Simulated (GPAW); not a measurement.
# B/Ag(111): work function by functional and basis

Wanted: work functions and dipole of B/Ag(111), with the cost of each level.

Program: GPAW 26.7.0. Level of theory: GPAW, PAW setups; slab in vacuum, relaxation, in the first sound run; inputs show where later runs differ. Results are calculated unless marked as measured.

### Step 1. Set-up

The cell holds 5 atoms: 4 Ag and 1 B. Its edges and angles: a = 2.892 Å, b = 2.892 Å, c = 24.651 Å, α = 90.0°, β = 90.0°, γ = 60.0°. Vacuum lies along c.

### Step 2. Relaxing the atoms

Forces are removed first; all later runs use this geometry. The lowest 2 atoms are held at bulk positions and keep their forces.

Input file run.py:

```python
import json
import numpy as np
from ase import Atoms
from ase.constraints import FixAtoms
from ase.optimize import BFGS
from gpaw import GPAW, PW

slab = Atoms(
    ['Ag', 'Ag', 'Ag', 'Ag', 'B'],
    positions=[
        [0.00000, 0.00000, 8.00000],
        [1.44603, 0.83487, 10.36136],
        [2.89207, 1.66974, 12.72273],
        [0.00000, 0.00000, 15.08409],
        [1.44603, 0.83487, 16.65128]],
    cell=[[2.89207, 0.0, 0.0], [1.44603, 2.5046, 0.0], [0.0, 0.0, 24.65128]],
    pbc=[True, True, False])

slab.calc = GPAW(mode=PW(500), xc='PBE', kpts={'size': (12, 12, 1), 'gamma': True},
                 occupations={'name': 'fermi-dirac', 'width': 0.1}, nbands='200%',
                 convergence={'density': 1e-05}, maxiter=200,
                 poissonsolver={'dipolelayer': 'xy'},
                 symmetry={'tolerance': 1e-3, 'extra_ids': [1, 1, 0, 0, 0]}, txt='slab.txt')
result = {}
slab.set_constraint(FixAtoms([0, 1]))
path = []
opt = BFGS(slab, maxstep=0.2)
opt.attach(lambda: path.append((slab.get_potential_energy(), slab.positions.tolist(), slab.get_forces().tolist())))
result['relaxed'] = bool(opt.run(fmax=0.03, steps=40))
result['path'] = path
energy = slab.get_potential_energy()
fermi = slab.calc.get_fermi_level()
v = slab.calc.get_electrostatic_potential().mean((0, 1)) - fermi
n = slab.calc.get_pseudo_density().mean((0, 1))
L = slab.cell[2, 2]
z = np.arange(len(v)) * L / len(v)
low, high = slab.positions[:, 2].min(), slab.positions[:, 2].max()
below, above = np.interp([low - 5.8, high + 5.8], z, v)
slopes = [np.interp(x, z, np.gradient(v, z)) for x in (low - 5.8, high + 5.8)]
eps = np.array([[slab.calc.get_eigenvalues(k, s) for k in range(len(slab.calc.get_ibz_k_points()))]
                for s in range(slab.calc.get_number_of_spins())]) - fermi
top, bottom = eps[eps < 0].max(), eps[eps > 0].min()
dipole = slab.get_dipole_moment()[2]
print(f'energy {energy:.4f} eV, Fermi level {fermi:.4f} eV, dipole {dipole:.5f} e A')
print(f'potential 5.8 A off the faces, from the Fermi level: lower {below:.4f} eV, upper {above:.4f} eV')
print(f'slope of the potential there: lower {slopes[0]:.5f}, upper {slopes[1]:.5f} eV/A')
print(f'nearest levels on the mesh: {top:.4f} and {bottom:.4f} eV')
print('magnetic moment', round(slab.get_magnetic_moment(), 3))
result.update(energy=energy, fermi=fermi, dipole=dipole, below=below, above=above, slopes=slopes, edges=[top, bottom],
              z=z.tolist(), v=v.tolist(), n=n.tolist(), positions=slab.positions.tolist(),
              forces=slab.get_forces(apply_constraint=False).tolist(), moments=slab.get_magnetic_moments().tolist())
json.dump(result, open('result.json', 'w'))
```

Command:

```sh
$ OMP_NUM_THREADS=1 OPENBLAS_NUM_THREADS=1 python run.py
```

Log:

```text
Step          Energy          fmax
BFGS:    0      -14.178413        0.210721
BFGS:    1      -14.179482        0.188931
BFGS:    2      -14.184034        0.114683
BFGS:    3      -14.184337        0.115342
BFGS:    4      -14.185664        0.130830
BFGS:    5      -14.187329        0.164188
BFGS:    6      -14.189864        0.173756
BFGS:    7      -14.191100        0.133368
BFGS:    8      -14.191929        0.081045
BFGS:    9      -14.192273        0.092774
BFGS:   10      -14.192915        0.093160
BFGS:   11      -14.193560        0.062223
BFGS:   12      -14.193915        0.022519
energy -14.1589 eV, Fermi level 0.8018 eV, dipole -0.04773 e A
potential 5.8 A off the faces, from the Fermi level: lower 4.3987 eV, upper 5.5926 eV
slope of the potential there: lower -0.00008, upper -0.00001 eV/A
nearest levels on the mesh: -0.0282 and 0.0804 eV
magnetic moment 0.0
```

Wall time 23 min (1 thread of Arm Neoverse V2, shared host); peak memory 0.3 GiB.

Step by step:

| step | energy less that of the first step (eV) | largest force (eV/Å) |
| --- | --- | --- |
| 1 | 0.0000 | 0.2107 |
| 2 | -0.0010 | 0.1889 |
| 3 | -0.0053 | 0.1147 |
| 4 | -0.0056 | 0.1153 |
| 5 | -0.0066 | 0.1308 |
| 6 | -0.0080 | 0.1642 |
| 7 | -0.0098 | 0.1738 |
| 8 | -0.0108 | 0.1334 |
| 9 | -0.0115 | 0.0810 |
| 10 | -0.0118 | 0.0928 |
| 11 | -0.0122 | 0.0932 |
| 12 | -0.0127 | 0.0622 |
| 13 | -0.0129 | 0.0225 |

The atoms that moved most (Å):

| atom | dx | dy | dz | length |
| --- | --- | --- | --- | --- |
| B5 | 0.000 | 0.000 | 0.142 | 0.142 |
| Ag4 | 0.000 | 0.000 | 0.125 | 0.125 |
| Ag3 | 0.000 | 0.000 | 0.038 | 0.038 |

Final coordinates:

```xyz
5
Lattice="2.8921 0.0000 0.0000 1.4460 2.5046 0.0000 0.0000 0.0000 24.6513" Properties=species:S:1:pos:R:3
Ag    0.0000    0.0000    8.0000
Ag    1.4460    0.8349   10.3614
Ag    2.8921    1.6697   12.7605
Ag    0.0000    0.0000   15.2095
B     1.4460    0.8349   16.7935
```

Numbers from this step:

- dipole along the normal: -0.04773 e·Å
- levels nearest the Fermi level on the mesh: -0.02815, 0.08043 eV from the Fermi level
- upper work function: 5.593 eV
- lower work function: 4.399 eV

The electrostatic potential energy of an electron (without an applied field's), less the Fermi level, planar mean oscillates, so the rows of the table below give means over windows of 2.41 Å about each position, cut where the curve ends. Its maxima inside the range that stand out by 2 % of the span (Å: eV): 9.1: 0.680, 11.6: 0.936, 14.0: 0.898, 16.2: -3.57. Its minima: 8.0: -20.8, 10.4: -20.7, 12.8: -20.7, 15.2: -21.8, 16.8: -11.1.

Electrostatic potential energy of an electron (without an applied field's), less the Fermi level, planar mean against z; means over each step:

| z (Å) | electrostatic potential energy of an electron (without an applied field's), less the Fermi level, planar mean (eV) |
| --- | --- |
| 1.21 | 4.45 |
| 3.62 | 4.40 |
| 6.03 | 3.35 |
| 8.44 | -8.10 |
| 10.85 | -8.06 |
| 13.26 | -8.03 |
| 15.67 | -11.1 |
| 18.08 | 2.44 |
| 20.48 | 5.59 |
| 22.90 | 5.59 |

Pseudo valence density, planar mean against z:

| z (Å) | pseudo valence density, planar mean (e/Å³) |
| --- | --- |
| 4.5 | 2.3e-4 |
| 5.0 | 7.6e-4 |
| 5.5 | 0.00273 |
| 6.0 | 0.00966 |
| 6.5 | 0.0365 |
| 7.0 | 0.166 |
| 7.5 | 0.867 |
| 8.0 | 2.45 |
| 8.5 | 0.891 |
| 9.0 | 0.231 |
| 9.5 | 0.304 |
| 10.0 | 1.39 |
| 10.5 | 2.25 |
| 11.0 | 0.555 |
| 11.5 | 0.192 |
| 12.0 | 0.395 |
| 12.5 | 1.84 |
| 13.0 | 1.90 |
| 13.5 | 0.406 |
| 14.0 | 0.179 |
| 14.5 | 0.454 |
| 15.0 | 2.05 |
| 15.5 | 1.72 |
| 16.0 | 0.452 |
| 16.5 | 0.311 |
| 17.0 | 0.252 |
| 17.5 | 0.143 |
| 18.0 | 0.0459 |
| 18.5 | 0.0117 |
| 19.0 | 0.00300 |
| 19.5 | 7.5e-4 |
| 20.0 | 1.9e-4 |

The relaxation lowered the energy of the cell by 0.0129 eV (energies extrapolated to zero smearing; the optimiser's log prints free energies). The largest force left on a free atom is 0.023 eV/Å.

### Step 3. The slab's potential

With the geometry fixed, the planar mean of the potential gives the vacuum level on each side.

This step: GPAW, PAW setups; slab in vacuum (GPAW 26.7.0).

run.py: that of step 2 with these lines changed.

```diff
@@ -3,4 +3,2 @@
 from ase import Atoms
-from ase.constraints import FixAtoms
-from ase.optimize import BFGS
 from gpaw import GPAW, PW
@@ -12,5 +10,5 @@
         [1.44603, 0.83487, 10.36136],
-        [2.89207, 1.66974, 12.72273],
-        [0.00000, 0.00000, 15.08409],
-        [1.44603, 0.83487, 16.65128]],
+        [2.89207, 1.66974, 12.76053],
+        [0.00000, 0.00000, 15.20954],
+        [1.44603, 0.83487, 16.79354]],
     cell=[[2.89207, 0.0, 0.0], [1.44603, 2.5046, 0.0], [0.0, 0.0, 24.65128]],
@@ -22,10 +20,4 @@
                  poissonsolver={'dipolelayer': 'xy'},
-                 symmetry={'tolerance': 1e-3, 'extra_ids': [1, 1, 0, 0, 0]}, txt='slab.txt')
+                 symmetry={'tolerance': 1e-3}, txt='slab.txt')
 result = {}
-slab.set_constraint(FixAtoms([0, 1]))
-path = []
-opt = BFGS(slab, maxstep=0.2)
-opt.attach(lambda: path.append((slab.get_potential_energy(), slab.positions.tolist(), slab.get_forces().tolist())))
-result['relaxed'] = bool(opt.run(fmax=0.03, steps=40))
-result['path'] = path
 energy = slab.get_potential_energy()
```

Log:

```text
energy -14.1589 eV, Fermi level 0.8020 eV, dipole -0.04774 e A
potential 5.8 A off the faces, from the Fermi level: lower 4.3980 eV, upper 5.5925 eV
slope of the potential there: lower -0.00008, upper -0.00001 eV/A
nearest levels on the mesh: -0.0281 and 0.0804 eV
magnetic moment 0.0
```

Elapsed: 2.2 min, on 1 thread; peak memory 0.29 GiB.

This step gave:

```
dipole along the normal                    : -0.04774 e·Å
levels nearest the Fermi level on the mesh : -0.02811, 0.08045 eV from the Fermi level
lower work function                        : 4.398 eV
```

Table of electrostatic potential energy of an electron (without an applied field's), less the Fermi level, planar mean by z:

| z (Å) | electrostatic potential energy of an electron (without an applied field's), less the Fermi level, planar mean (eV) |
| --- | --- |
| 0.0 | 5.00 |
| 0.5 | 4.40 |
| 1.0 | 4.40 |
| 1.5 | 4.40 |
| 2.0 | 4.40 |
| 2.5 | 4.40 |
| 3.0 | 4.40 |
| 3.5 | 4.40 |
| 4.0 | 4.40 |
| 4.5 | 4.39 |
| 5.0 | 4.38 |
| 5.5 | 4.32 |
| 6.0 | 4.13 |
| 6.5 | 3.43 |
| 7.0 | 0.821 |
| 7.5 | -9.01 |
| 8.0 | -20.7 |
| 8.5 | -9.03 |
| 9.0 | 0.109 |
| 9.5 | -1.29 |
| 10.0 | -13.6 |
| 10.5 | -19.5 |
| 11.0 | -5.26 |
| 11.5 | 0.838 |
| 12.0 | -2.69 |
| 12.5 | -16.6 |
| 13.0 | -17.2 |
| 13.5 | -3.10 |
| 14.0 | 0.847 |
| 14.5 | -4.27 |
| 15.0 | -18.8 |
| 15.5 | -16.8 |
| 16.0 | -4.42 |
| 16.5 | -7.07 |
| 17.0 | -7.91 |
| 17.5 | 1.39 |
| 18.0 | 4.50 |
| 18.5 | 5.32 |
| 19.0 | 5.52 |
| 19.5 | 5.57 |
| 20.0 | 5.59 |
| 20.5 | 5.59 |
| 21.0 | 5.59 |
| 21.5 | 5.59 |
| 22.0 | 5.59 |
| 22.5 | 5.59 |
| 23.0 | 5.59 |
| 23.5 | 5.59 |
| 24.0 | 5.59 |
| 24.5 | 5.26 |

The pseudo valence density, planar mean oscillates, so the rows of the table below give means over windows of 2.31 Å about each position, cut where the curve ends. Its maxima inside the range that stand out by 2 % of the span (Å: e/Å³): 8.1: 2.47, 10.4: 2.56, 12.7: 2.54, 15.2: 2.57. Its minima: 9.2: 0.194, 11.6: 0.183, 14.1: 0.177.

Pseudo valence density, planar mean against z; means over each step:

| z (Å) | pseudo valence density, planar mean (e/Å³) |
| --- | --- |
| 3.46 | 5.3e-5 |
| 5.77 | 0.0195 |
| 8.08 | 1.00 |
| 10.39 | 1.01 |
| 12.70 | 1.01 |
| 15.01 | 1.03 |
| 17.32 | 0.176 |
| 19.63 | 0.00197 |
| 21.94 | 3.4e-6 |

Force by atom:

| atom | x (eV/Å) | y (eV/Å) | z (eV/Å) | size |
| --- | --- | --- | --- | --- |
| Ag1 | 0.000 | 0.000 | -0.137 | 0.137 |
| Ag2 | 0.000 | 0.000 | 0.143 | 0.143 |
| Ag3 | 0.000 | 0.000 | -0.022 | 0.022 |
| Ag4 | 0.000 | 0.000 | 0.020 | 0.020 |
| B5 | 0.000 | 0.000 | 0.002 | 0.002 |

The potential is flat to 8.4e-5 eV/Å where it is read, so the vacuum is wide enough.

### Step 4. Self-consistent run: xc = "vdW-DF2"

The same geometry under vdW-DF2, to see how far the functional moves the levels against the vacuum (the van der Waals functionals take revPBE setups).

run.py: that of step 3 with these lines changed.

```diff
@@ -16,3 +16,3 @@
 
-slab.calc = GPAW(mode=PW(500), xc='PBE', kpts={'size': (12, 12, 1), 'gamma': True},
+slab.calc = GPAW(mode=PW(500), xc='vdW-DF2', kpts={'size': (12, 12, 1), 'gamma': True},
                  occupations={'name': 'fermi-dirac', 'width': 0.1}, nbands='200%',
```

Log:

```text
energy -389.4898 eV, Fermi level 0.6879 eV, dipole -0.04683 e A
potential 5.8 A off the faces, from the Fermi level: lower 4.7713 eV, upper 5.9432 eV
slope of the potential there: lower -0.00032, upper 0.00012 eV/A
nearest levels on the mesh: -0.0423 and 0.0570 eV
magnetic moment 0.0
```

Elapsed: 5.3 min, on 1 thread; peak memory 0.44 GiB.

This step gave:

```
dipole along the normal                    : -0.04683 e·Å
levels nearest the Fermi level on the mesh : -0.04234, 0.05700 eV from the Fermi level
upper work function                        : 5.943 eV
lower work function                        : 4.771 eV
```

Electrostatic potential energy of an electron (without an applied field's), less the Fermi level, planar mean against z:

| z (Å) | electrostatic potential energy of an electron (without an applied field's), less the Fermi level, planar mean (eV) |
| --- | --- |
| 0.0 | 5.36 |
| 0.5 | 4.77 |
| 1.0 | 4.77 |
| 1.5 | 4.77 |
| 2.0 | 4.77 |
| 2.5 | 4.77 |
| 3.0 | 4.77 |
| 3.5 | 4.77 |
| 4.0 | 4.77 |
| 4.5 | 4.76 |
| 5.0 | 4.74 |
| 5.5 | 4.66 |
| 6.0 | 4.42 |
| 6.5 | 3.63 |
| 7.0 | 0.880 |
| 7.5 | -9.04 |
| 8.0 | -20.8 |
| 8.5 | -9.26 |
| 9.0 | -0.290 |
| 9.5 | -1.66 |
| 10.0 | -13.8 |
| 10.5 | -19.7 |
| 11.0 | -5.56 |
| 11.5 | 0.404 |
| 12.0 | -3.04 |
| 12.5 | -16.8 |
| 13.0 | -17.4 |
| 13.5 | -3.41 |
| 14.0 | 0.456 |
| 14.5 | -4.54 |
| 15.0 | -18.9 |
| 15.5 | -16.9 |
| 16.0 | -4.54 |
| 16.5 | -7.03 |
| 17.0 | -7.71 |
| 17.5 | 1.60 |
| 18.0 | 4.75 |
| 18.5 | 5.62 |
| 19.0 | 5.85 |
| 19.5 | 5.92 |
| 20.0 | 5.94 |
| 20.5 | 5.94 |
| 21.0 | 5.94 |
| 21.5 | 5.94 |
| 22.0 | 5.94 |
| 22.5 | 5.94 |
| 23.0 | 5.94 |
| 23.5 | 5.94 |
| 24.0 | 5.94 |
| 24.5 | 5.61 |

The pseudo valence density, planar mean by z:

z (Å), pseudo valence density, planar mean (e/Å³) and a bar:
```
      4.0       0.00 
      4.5       0.00 
      5.0       0.00 
      5.5       0.00 
      6.0       0.01 
      6.5       0.04 
      7.0       0.17 ##
      7.5       0.87 ###########
      8.0       2.46 ##############################
      8.5       0.89 ###########
      9.0       0.23 ###
      9.5       0.30 ####
     10.0       1.39 #################
     10.5       2.25 ############################
     11.0       0.56 #######
     11.5       0.19 ##
     12.0       0.39 #####
     12.5       1.84 ######################
     13.0       1.91 #######################
     13.5       0.40 #####
     14.0       0.17 ##
     14.5       0.45 ######
     15.0       2.05 #########################
     15.5       1.72 #####################
     16.0       0.45 #####
     16.5       0.31 ####
     17.0       0.26 ###
     17.5       0.14 ##
     18.0       0.05 #
     18.5       0.01 
     19.0       0.00 
     19.5       0.00 
     20.0       0.00
```

Force by atom:

| atom | x (eV/Å) | y (eV/Å) | z (eV/Å) | size |
| --- | --- | --- | --- | --- |
| Ag1 | 0.000 | 0.000 | -0.816 | 0.816 |
| Ag2 | 0.000 | 0.000 | 0.178 | 0.178 |
| Ag3 | 0.000 | 0.000 | 0.043 | 0.043 |
| Ag4 | 0.000 | 0.000 | -0.093 | 0.093 |
| B5 | 0.000 | 0.000 | 0.684 | 0.684 |

The upper face's work function is 5.943 eV, against 5.593 eV in the first plane-wave PBE run at this geometry.

### Step 5. Self-consistent run: xc = "LDA"

The same geometry under LDA, to see how far the functional moves the levels against the vacuum.

run.py: that of step 4 with these lines changed.

```diff
@@ -16,3 +16,3 @@
 
-slab.calc = GPAW(mode=PW(500), xc='vdW-DF2', kpts={'size': (12, 12, 1), 'gamma': True},
+slab.calc = GPAW(mode=PW(500), xc='LDA', kpts={'size': (12, 12, 1), 'gamma': True},
                  occupations={'name': 'fermi-dirac', 'width': 0.1}, nbands='200%',
```

Log:

```text
energy -18.7474 eV, Fermi level 0.4700 eV, dipole -0.03868 e A
potential 5.8 A off the faces, from the Fermi level: lower 4.8171 eV, upper 5.7855 eV
slope of the potential there: lower -0.00007, upper -0.00001 eV/A
nearest levels on the mesh: -0.0090 and 0.0757 eV
magnetic moment 0.0
```

Elapsed: 2.3 min, on 1 thread; peak memory 0.3 GiB.

This step gave:

```
dipole along the normal                    : -0.03868 e·Å
levels nearest the Fermi level on the mesh : -0.009011, 0.07569 eV from the Fermi level
upper work function                        : 5.785 eV
lower work function                        : 4.817 eV
```

The upper face's work function is 5.785 eV, against 5.593 eV in the first plane-wave PBE run at this geometry.

### Step 6. Self-consistent run: xc = "RPBE"

The same geometry under RPBE, to see how far the functional moves the levels against the vacuum.

run.py: that of step 5 with these lines changed.

```diff
@@ -16,3 +16,3 @@
 
-slab.calc = GPAW(mode=PW(500), xc='LDA', kpts={'size': (12, 12, 1), 'gamma': True},
+slab.calc = GPAW(mode=PW(500), xc='RPBE', kpts={'size': (12, 12, 1), 'gamma': True},
                  occupations={'name': 'fermi-dirac', 'width': 0.1}, nbands='200%',
```

Log:

```text
energy -11.8133 eV, Fermi level 0.9407 eV, dipole -0.05196 e A
potential 5.8 A off the faces, from the Fermi level: lower 4.2017 eV, upper 5.5016 eV
slope of the potential there: lower -0.00010, upper -0.00000 eV/A
nearest levels on the mesh: -0.0349 and 0.0832 eV
magnetic moment 0.0
```

The job ended after 2.2 min (1 thread; peak memory 0.3 GiB).

Numbers from this step:

| Property | Result |
| --- | --- |
| dipole along the normal | -0.05196 e·Å |
| levels nearest the Fermi level on the mesh | -0.03495, 0.08315 eV from the Fermi level |
| upper work function | 5.502 eV |
| lower work function | 4.202 eV |

The upper face's work function is 5.502 eV, against 5.593 eV in the first plane-wave PBE run at this geometry.

### Step 7. OptPBE vdW: xc = "optPBE-vdW"

The same geometry under optPBE-vdW, to see how far the functional moves the levels against the vacuum (the van der Waals functionals take revPBE setups).

run.py: that of step 6 with these lines changed.

```diff
@@ -16,3 +16,3 @@
 
-slab.calc = GPAW(mode=PW(500), xc='RPBE', kpts={'size': (12, 12, 1), 'gamma': True},
+slab.calc = GPAW(mode=PW(500), xc='optPBE-vdW', kpts={'size': (12, 12, 1), 'gamma': True},
                  occupations={'name': 'fermi-dirac', 'width': 0.1}, nbands='200%',
```

Log:

```text
energy -74.3404 eV, Fermi level 0.7245 eV, dipole -0.04802 e A
potential 5.8 A off the faces, from the Fermi level: lower 4.5749 eV, upper 5.7765 eV
slope of the potential there: lower -0.00013, upper -0.00000 eV/A
nearest levels on the mesh: -0.0337 and 0.0837 eV
magnetic moment 0.0
```

It took 2.4 min on 1 thread; peak memory 0.44 GiB.

Numbers from this step:

```yaml
dipole_along_the_normal: -0.04802 e·Å
levels_nearest_the_fermi_level_on_the_mesh: -0.03374, 0.08372 eV from the Fermi level
upper_work_function: 5.777 eV
lower_work_function: 4.575 eV
```

The upper face's work function is 5.777 eV, against 5.593 eV in the first plane-wave PBE run at this geometry.

### Step 8. Self-consistent run: xc = "revPBE"

The same geometry under revPBE, to see how far the functional moves the levels against the vacuum.

run.py: that of step 7 with these lines changed.

```diff
@@ -16,3 +16,3 @@
 
-slab.calc = GPAW(mode=PW(500), xc='optPBE-vdW', kpts={'size': (12, 12, 1), 'gamma': True},
+slab.calc = GPAW(mode=PW(500), xc='revPBE', kpts={'size': (12, 12, 1), 'gamma': True},
                  occupations={'name': 'fermi-dirac', 'width': 0.1}, nbands='200%',
```

Log:

```text
energy -12.2330 eV, Fermi level 0.9171 eV, dipole -0.05105 e A
potential 5.8 A off the faces, from the Fermi level: lower 4.2257 eV, upper 5.5030 eV
slope of the potential there: lower -0.00010, upper -0.00000 eV/A
nearest levels on the mesh: -0.0336 and 0.0815 eV
magnetic moment 0.0
```

Run time: 2.2 min. Hardware: 1 thread; peak memory 0.3 GiB.

Numbers from this step:

```
dipole along the normal                    : -0.05105 e·Å
levels nearest the Fermi level on the mesh : -0.03363, 0.08152 eV from the Fermi level
upper work function                        : 5.503 eV
lower work function                        : 4.226 eV
```

The upper face's work function is 5.503 eV, against 5.593 eV in the first plane-wave PBE run at this geometry.

(Part 1 of 2 ends here.)

[Logs are printed without paths, hosts, clocks, repeated set-up lines and the standing remarks that a program may print on its own settings, such as how far it seeks lower states.]

[Hosts, paths, dates, database ids (printed as entryN), source tags and the programs' standing remarks are cut or masked in the printed files.]
